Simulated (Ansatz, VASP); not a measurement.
**Two plane-wave programs on Mo2H5**

```
CELL_PARAMETERS angstrom
3.62374 0.00000 0.00000
0.00000 3.62374 0.00000
0.00000 0.00000 7.80444
ATOMIC_POSITIONS crystal
H 0.00000 0.00000 0.04590
H 0.00000 0.00000 0.57303
H 0.00000 0.00000 0.94943
H 0.00000 0.50000 0.68495
H 0.50000 0.00000 0.68495
Mo 0.00000 0.50000 0.47199
Mo 0.50000 0.00000 0.47199
```

Alike in both runs: functional PBE; k mesh 4 × 4 × 4; occupations gaussian, width 0.1 eV; no spin polarisation.

Ansatz relaxed the structure, and its values are those at the end. VASP's run is a single point on that final structure, the one shown.

|  | VASP | Ansatz |
| --- | --- | --- |
| version | VASP 6.6.1 | Ansatz 0.2.0 |
| potentials or method | VASP PAW PBE potentials, release 64 (H, Mo_sv) | scalar-relativistic, plane waves, PAW |
| plane-wave cutoff (eV) | 520 | 420 |
| valence electrons in the cell | 33 | 33 |

```csv
,VASP,Ansatz,Ansatz less VASP
gap on the k mesh at the Fermi level (eV),none,none,-
pressure (GPa),0.0,0.0,-0.03
rms of the force components (eV/Å),0.006,0.005,-0.0013
```

A gap of «none» marks a metal or a gap that the smearing closes. The functional is the same, so the differences come from potentials, cutoffs and numerics.

Caveats: the k mesh is coarse (spacing up to 0.43 Å⁻¹), so the values aren't converged.
